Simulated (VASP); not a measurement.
**TePb in VASP 6.6.1, single-point calculation**

INCAR

```
ISMEAR = -1
NELM = 120
LCHARG = .FALSE.
NBANDS = 17
SIGMA = 0.02
NSW = 0
LREAL = .FALSE.
EDIFF = 1E-7
LWAVE = .FALSE.
METAGGA = TPSS
PREC = Accurate
ENCUT = 520
LASPH = .TRUE.
ISIF = 2
IBRION = -1
```

KPOINTS

```
KPOINTS created by Atomic Simulation Environment
0
Gamma
8 8 8
0 0 0
```

POSCAR

```
Pb Te
 1.0000000000000000
     0.0000000000000000    3.1371233748999998    3.2824757152999999
     3.1371233748999998    0.0000000000000000    3.2824757152999999
     3.1371233748999998    3.1371233748999998    0.0000000000000000
 Pb  Te
   1   1
Cartesian
  0.0000000000000000  0.0000000000000000  0.0000000000000000
  3.1371233748999998  3.1371233748999998  3.2824757152999999
```

The recommended PBE PAW datasets give the neutral cell 20 valence electrons.

Command

```
mpirun -np 1 vasp_std
```

Question: How does this run end, and what does it give?

Answer: It converged. Results: gap between bands v and c on the k mesh 0.57 eV; least direct gap on the k mesh 0.57 eV; pressure 4.3 GPa. Band v is the last that the valence electrons fill when counted band by band, and c is the next.

OSZICAR

```
N       E                     dE             d eps       ncg     rms          rms(c)
DAV:   1     0.141390704019E+03    0.14139E+03   -0.93339E+03  2022   0.118E+03
DAV:   2    -0.620460264677E+01   -0.14760E+03   -0.14280E+03  2101   0.297E+02
DAV:   3    -0.155002773669E+02   -0.92957E+01   -0.91991E+01  2688   0.816E+01
DAV:   4    -0.157119284386E+02   -0.21165E+00   -0.21151E+00  2515   0.132E+01
DAV:   5    -0.157199200763E+02   -0.79916E-02   -0.79913E-02  2863   0.238E+00    0.430E+00
DAV:   6    -0.148592975077E+02    0.86062E+00   -0.56099E+00  2010   0.222E+01    0.234E+00
DAV:   7    -0.148111096268E+02    0.48188E-01   -0.16296E-01  2826   0.300E+00    0.164E+00
DAV:   8    -0.147759503363E+02    0.35159E-01   -0.14145E-01  2553   0.169E+00    0.823E-01
DAV:   9    -0.147821284017E+02   -0.61781E-02   -0.34605E-02  2479   0.103E+00    0.747E-01
DAV:  10    -0.147804810166E+02    0.16474E-02   -0.85348E-03  2482   0.662E-01    0.153E-01
DAV:  11    -0.147806636928E+02   -0.18268E-03   -0.78809E-04  2649   0.143E-01    0.594E-02
DAV:  12    -0.147806638620E+02   -0.16928E-06   -0.44887E-05  2691   0.850E-02    0.113E-02
DAV:  13    -0.147806697578E+02   -0.58957E-05   -0.13446E-05  2569   0.355E-02    0.978E-03
DAV:  14    -0.147806689376E+02    0.82021E-06   -0.37699E-06  2326   0.104E-02    0.196E-03
DAV:  15    -0.147806688270E+02    0.11059E-06   -0.66825E-07  2675   0.558E-03    0.439E-03
DAV:  16    -0.147806689472E+02   -0.12025E-06   -0.60099E-08  1755   0.208E-03    0.107E-03
DAV:  17    -0.147806690002E+02   -0.52920E-07   -0.12216E-08  1131   0.586E-04
   1 F= -.14780669E+02 E0= -.14780669E+02  d E =-.673177E-08
```

For comparison, a separate PBE run of the intended cell, on usual settings and not on those above, gives a gap of 0.52 eV on its mesh and a pressure of 4.7 GPa.
